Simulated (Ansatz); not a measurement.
## Lattice vibrations of SiO₂ at Γ

Computed with DFT PBEsol, scalar-relativistic, plane waves, PAW (Ansatz 0.2.0). Settings: 420 eV plane-wave cutoff, Γ-centred 8×8×8 mesh, fixed occupations. No spin polarisation. Phonons by linear response, acoustic sum rule imposed.

Equilibrium structure at this level:
```xyz
6
Lattice="-2.4916 2.4916 3.6683 2.4916 -2.4916 3.6683 2.4916 2.4916 -3.6683" Properties=species:S:1:pos:R:3 pbc="T T T"
Si    0.0000    0.0000    0.0000
Si    0.0000    2.4916    1.8341
O     1.2458    2.9709    2.7512
O     0.4792    1.2458    0.9171
O    -1.2458    2.0124    2.7512
O    -0.4792    3.7374    0.9171
```

Optical modes at Γ (transverse, no macroscopic field); i marks an imaginary frequency:
```csv
frequency (meV),degeneracy,IR intensity of the level ((D/Å)²/amu)
16.4,2,0.15
39.2,1,0.00
43.6,1,0.00
50.5,1,0.00
51.9,1,8.95
54.6,2,13.66
93.1,1,0.00
94.8,2,5.74
130.5,1,30.94
131.7,2,57.42
136.6,1,0.00
```

All 15 optical modes at Γ are real: no displacement of atoms at fixed cell lowers the energy to second order. Strains and modes at other wave vectors aren't tested by this run.

| Item | Value |
| --- | --- |
| Electronic dielectric constant ε∞ (principal values) | 2.23, 2.23, 2.25 |
| Static dielectric constant ε0 (principal values) | 3.9, 3.9, 4.1 |
| Refractive index √ε∞, mean | 1.50 |
| Kohn–Sham gap on the mesh | 5.81 eV |
| Cost | 4.2 min on 2 threads of Intel(R) Xeon(R) Platinum 8259CL CPU @ 2.50GHz (Skylake/Cascade Lake), with other jobs on the host, peak memory 2.2 GiB |

Born effective charges (e):
| atom | Z*xx | Z*yy | Z*zz | mean |
| --- | --- | --- | --- | --- |
| Si (atom 1) | 3.30 | 3.30 | 3.37 | 3.33 |
| O (atom 3) | -2.25 | -1.05 | -1.69 | -1.66 |

This form isn't the usual stable structure of the compound.